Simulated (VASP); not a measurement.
Input of a VASP 6.6.1 run:

File INCAR:

```
SYSTEM = SnTe
ALGO = Normal
EDIFF = 1E-6
ENCUT = 520
GGA = PS
ISIF = 2
ISMEAR = 0
LASPH = .TRUE.
LCHARG = .FALSE.
LREAL = .FALSE.
LWAVE = .FALSE.
NBANDS = 17
NELM = 60
PREC = Accurate
SIGMA = 0.01
```

KPOINTS

```
k-points
0
G
  10 10 10
  0 0 0
```

File POSCAR:

```
SnTe
1.0
    0.0000000000     -3.1440864245     -3.1440864245
    3.1440864245      0.0000000000     -3.1440864245
    3.1440864245     -3.1440864245      0.0000000000
Sn Te
1 1
Direct
    0.0000000000      0.0000000000      0.0000000000
    0.5000000000      0.5000000000      0.5000000000
```

Potentials or basis: VASP PAW PBE potentials, release 64 (Sn_d, Te).

Command:

```sh
$ cat potpaw_PBE.64/Sn_d/POTCAR potpaw_PBE.64/Te/POTCAR > POTCAR
$ mpirun -np 1 vasp_std > vasp.out
```

Task: Predict the pressure.

Result: 0.0 GPa.

Task: Estimate the band gap on the k mesh.

Result: 0.16 eV, direct.

Caveat: the PAW data sets were made with another functional, which shifts forces and pressure a little; spin-orbit coupling is left out, which moves the levels of the heavy elements.

**Experimental background.**

A printed reference work, textbook reports, for a bulk crystal of SnTe at 300 K: band gap 0.18 eV (direct).

Against the measured gap of SnTe, 0.18 eV (direct; 300 K; a printed reference work, textbook), the calculated 0.16 eV is off by -0.02 eV. Spin-orbit coupling on Sn, Te is left out. The value is that of PBEsol on a finite k mesh, which can miss the band edges, without temperature or zero-point motion. Semilocal functionals fall short of measured gaps as a rule.
